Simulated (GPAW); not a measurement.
A run of GPAW 26.7.0 is set up as follows.

run.py

```python
from ase.dft.bandgap import bandgap
from ase.io import read, write
from ase.units import GPa
from gpaw import GPAW, PW

atoms = read('Ge.xyz')

calc = GPAW(mode=PW(450),
            xc='PBE',
            kpts={'size': (7, 7, 7), 'gamma': True},
            occupations={'name': 'fermi-dirac', 'width': 0.05},
            nbands=11,
            maxiter=120,
            txt='gpaw.txt')
atoms.calc = calc
energy = atoms.get_potential_energy()
forces = atoms.get_forces()
stress = atoms.get_stress()
calc.write('gs.gpw')
write('result.traj', atoms)
print(f'Energy: {energy:.6f} eV')
print('Forces (eV/A):')
print(forces.round(4))
print('Stress (GPa):', (stress / GPa).round(3))
print('Fermi level:', round(calc.get_fermi_level(), 4), 'eV')
print(f'Gap: {bandgap(calc)[0]:.4f} eV, direct: {bandgap(calc, direct=True)[0]:.4f} eV')
```

The input Ge.xyz:

```xyz
2
Lattice="0.0000000000 2.8289100000 2.8289100000 2.8289100000 0.0000000000 2.8289100000 2.8289100000 2.8289100000 0.0000000000" Properties=species:S:1:pos:R:3 pbc="T T T"
Ge     4.2433650000      4.2433650000      4.2433650000
Ge     2.8289100000      2.8289100000      2.8289100000
```

Potentials or basis: GPAW PAW data sets (gpaw-data 1.2.1), pw.

Command:

```console
$ OMP_NUM_THREADS=1 python run.py
```

What does it give for the pressure?

3.9 GPa.

What does it give for the band gap on the k mesh?

0.09 eV, direct.

Caveat: the cutoff is short for stress and forces, so pressures can be off by a GPa or more; an odd mesh through Γ misses points on the zone boundary, where band edges often lie.

The gap isn't set beside the measured one, since this odd mesh misses points on the zone boundary.
